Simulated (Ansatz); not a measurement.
## HfN (Fm-3m), stationary points along a deformation path

These are results of DFT PBE, scalar-relativistic, plane waves, PAW in Ansatz 0.2.0, not measurements. Cutoff 420 eV, Γ-centred 20×20×20 k-points, Gaussian smearing of 0.15 eV. Spin–orbit coupling is left out, which can shift energies with elements as heavy as these. No spin polarisation. Energies are free energies at this smearing, counted from the undisturbed cell; pressure is positive in compression.

Zero of the scan (as given, not relaxed at this level; it stands at 5.4 GPa):

```xyz
2
Lattice="0.0000 2.2590 2.2590 2.2590 0.0000 2.2590 2.2590 2.2590 0.0000" Properties=species:S:1:pos:R:3 pbc="T T T"
Hf    0.0000    0.0000    0.0000
N     2.2590    2.2590    2.2590
```

At fixed volume and fractional coordinates, lengths along (0.577, 0.577, 0.577) are scaled against those across it; ρ is that ratio over its starting value. V = 11.528 Å³/atom. Δσ is the stress along the axis less the mean stress across it (compression positive).

| ρ | ΔE (meV/atom) | Δσ (GPa) | space group |
| --- | --- | --- | --- |
| 0.500 | 985.5 | 0.00 | Pm-3m |
| 0.600 | 931.5 | 20.42 | R-3m |
| 0.710 | 613.0 | 54.73 | R-3m |
| 0.850 | 160.8 | 40.72 | R-3m |
| 0.930 | 31.3 | 18.54 | R-3m |
| 1.000 | 0.0 | 0.00 | Fm-3m |
| 1.080 | 34.2 | -19.18 | R-3m |
| 1.200 | 213.7 | -53.59 | R-3m |
| 1.410 | 889.1 | -123.24 | R-3m |
| 1.700 | 2181.3 | -139.99 | R-3m |
| 2.000 | 3358.9 | -167.07 | R-3m |

Question: How does the stress give the slope of the energy, and where is the energy stationary?

Answer: Along the path d ln(length) is 2/3 d ln ρ on the axis and −1/3 d ln ρ across it, so dE/d ln ρ = −(2/3) V Δσ: the energy falls with ρ where Δσ is positive. Δσ vanishes or changes sign at ρ = 0.500 (Pm-3m, an end of the scan), at 985.5 meV/atom; at ρ = 1.000 (Fm-3m), a minimum at 0.0 meV/atom. Pairs of stationary points between two samples would go unseen, and could change a minimum read from distant neighbours into a maximum. At ρ = 0.500, 1.000 the cell is cubic, where symmetry alone makes the stress isotropic and the slope zero.

Question: Which shear constant sets the curvature at ρ = 1?

Answer: For a cubic crystal E/V = (2/3) C (ln ρ)² with C = C44, so Δσ = −2C ln ρ. The parabola of Δσ against ln ρ through ρ = 0.930, 1 and 1.080 gives C ≈ 126 GPa with the ions clamped, rough because the steps are large. It is the stress–strain coefficient at this cell's pressure of 5.4 GPa, not the zero-pressure constant.

In a metal these slopes depend on the k mesh and the smearing.